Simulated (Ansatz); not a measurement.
The system is Pb.

```
Pb
1.0
    -1.97966    1.97966    1.97966
     1.97966   -1.97966    1.97966
     1.97966    1.97966   -1.97966
Pb
1
Direct
  0.00000 0.00000 0.00000
```

This isn't the form of Pb at room conditions, which is fcc.

Base run:

```yaml
Program: Ansatz 0.2.0
Functional: PBEsol
Potentials_or_basis: Ansatz PAW
Cutoff: "420 eV (not typed: the program's choice for these potentials)"
k_mesh: 9 × 9 × 9
Occupations: fermi-dirac, width 0.05 eV
Spin: no spin polarisation
```

Its results: band gap on the k mesh none (metal or under the smearing width); pressure -2.0 GPa.

The run is repeated on the same cell with these changes: functional from PBEsol to revPBE. What comes out?

Band gap on the k mesh none (metal or under the smearing width); pressure 1.9 GPa.

revPBE binds less tightly than PBEsol, so the same cell stands under more pressure.

Caveats: spin-orbit coupling is left out, which moves the levels of the heavy elements; the PAW data sets come from PBE, with cores solved anew for the run's functional, which leaves a small shift of forces and pressure.
